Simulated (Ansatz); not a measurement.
# Co under changes of volume

One of the cells (10.640 Å³/atom); the others are scaled copies at fixed shape and fractional positions:

```
Co
1.0
     2.47200    0.00000    0.00000
    -1.23600    2.14081    0.00000
     0.00000    0.00000    4.02114
Co
2
Direct
  0.66667 0.33333 0.75000
  0.33333 0.66667 0.25000
```

```yaml
Program: Ansatz 0.2.0
Functional: HSE06
Potentials_or_basis: Ansatz PAW
Cutoff: "420 eV (not typed: the program's choice for these potentials)"
k_mesh: 6 × 6 × 4
Occupations: fermi-dirac, width 0.05 eV
Spin: collinear spin, ferromagnetic start
Starting_moments: "[2.0, 2.0] μB"
```

| volume (Å³/atom) | energy over the lowest point (meV/atom) | pressure (GPa) | moment (μB per cell) |
| --- | --- | --- | --- |
| 10.002 | ? | ? | ? |
| 10.215 | 17.89 | 11.3 | 3.53 |
| 10.427 | 6.71 | 5.9 | 3.55 |
| 10.640 | 1.11 | 2.9 | 3.67 |
| 10.853 | 0.10 | -1.3 | 3.70 |
| 11.066 | 0.00 | -0.6 | 4.02 |
| 11.279 | 2.91 | -3.8 | 4.08 |

What does the run at 10.002 Å³/atom give?

Energy over the lowest point 36.93 meV/atom; pressure 17.6 GPa; moment 3.53 μB per cell.

Worked out: A Birch-Murnaghan fit of order 3 (a polynomial in V^(-2/3)) to the other rows has its minimum at 10.87 Å³/atom with B0 = V·E''(V) = 94 GPa (rough, since the energies scatter) at fixed shape and positions, which overstates the stiffness. It gives 36.33 meV/atom at 10.002 Å³/atom, against the run's 36.93, and -dE/dV = 17.3 GPa, against 17.6. The moment follows no smooth curve through the other rows.

Energies are extrapolated to zero smearing.

Caveats: all runs use coarse meshes; the magnetic or orbital state may not be the lowest; the PAW data sets come from PBE, with cores solved anew for the run's functional, which leaves a small shift of forces and pressure; the thresholds are loose for stress.
